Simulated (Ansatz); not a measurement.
BN:

```
N B
1.0
     2.49824    0.00000    0.00000
    -1.24912    2.16354    0.00000
     0.00000    0.00000    6.63570
N B
2 2
Direct
  0.66667 0.33333 0.25000
  0.33333 0.66667 0.75000
  0.66667 0.33333 0.75000
  0.33333 0.66667 0.25000
```

Base run:

```yaml
Program: Ansatz 0.2.0
Functional: BLYP
Potentials_or_basis: Ansatz PAW
Cutoff: "420 eV (not typed: the program's choice for these potentials)"
k_mesh: 12 × 12 × 4
Occupations: fermi-dirac, width 0.05 eV
Spin: no spin polarisation
```

Its results: band gap on the k mesh 4.36 eV, indirect (least direct gap 4.71 eV); pressure 7.3 GPa.

Q: After a change of settings the same cell gave: band gap on the k mesh 6.35 eV, indirect (least direct gap 6.83 eV); pressure 0.0 GPa. Which change was it?
A. functional from BLYP to B3LYP; k mesh from 12 × 12 × 4 to 6 × 6 × 2
B. functional from BLYP to PBE0; k mesh from 12 × 12 × 4 to 6 × 6 × 2
C. functional from BLYP to HSEsol; k mesh from 12 × 12 × 4 to 6 × 6 × 2
D. functional from BLYP to r2SCAN50; cutoff from 420 eV (not typed: the program's choice for these potentials) to 500 eV (not typed: the program's choice for these potentials); k mesh from 12 × 12 × 4 to 6 × 6 × 2

A: B.

Caveats: some runs use coarse meshes; this functional lacks dispersion, which binds the layers, so the pressure and a relaxed spacing across them are unreliable; the PAW data sets come from PBE, with cores solved anew for the run's functional, which leaves a small shift of forces and pressure; the thresholds are loose for stress (some runs).
